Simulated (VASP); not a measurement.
Zr, 3 atoms in the cell. The structure is hexagonal, space group P6/mmm (No. 191). The conventional cell has a = 4.724 Å, b = 4.724 Å, c = 2.954 Å, α = 90.00°, β = 90.00°, γ = 120.00°. Around Zr (site symmetry -6m2) lie 11 Zr at 2.73 to 3.10 Å. Zr (site symmetry 6/mmm) has 14 Zr at 2.95 to 3.10 Å as nearest neighbours. The cell was built by a generator and needn't be a form met in nature.

```yaml
Program: VASP 6.6.1
Task: relaxation of cell and atoms
Functional: LDA
Potentials_or_basis: VASP PAW LDA potentials, release 64 (Zr_sv)
Cutoff: 600 eV
k_mesh: 9 × 9 × 12
Occupations: methfessel-paxton, width 0.1 eV
Spin: no spin polarisation
Target_pressure: 17 GPa
Further_INCAR_settings: ALGO = Normal; EDIFF = 1e-07; IBRION = 2; EDIFFG = -0.005; NSW = 90; ISIF = 3
Target_pressure: 17 GPa
```

Potentials or basis: VASP PAW LDA potentials, release 64 (Zr_sv).

Launch:

```sh
$ cat potpaw_LDA.64/Zr_sv/POTCAR > POTCAR
$ mpirun -np 1 vasp_std > vasp.out
```

Hardware: 1 thread of Intel(R) Xeon(R) 6975P-C (Granite Rapids) (shared host).

**Question.** Estimate the wall time of this run.

**Answer.** Run time: 54 s on 1 thread of Intel(R) Xeon(R) 6975P-C (Granite Rapids), with other jobs on the host, peak memory 0.22 GiB. Counts: scf iterations 15, k points 84, ion steps 1.
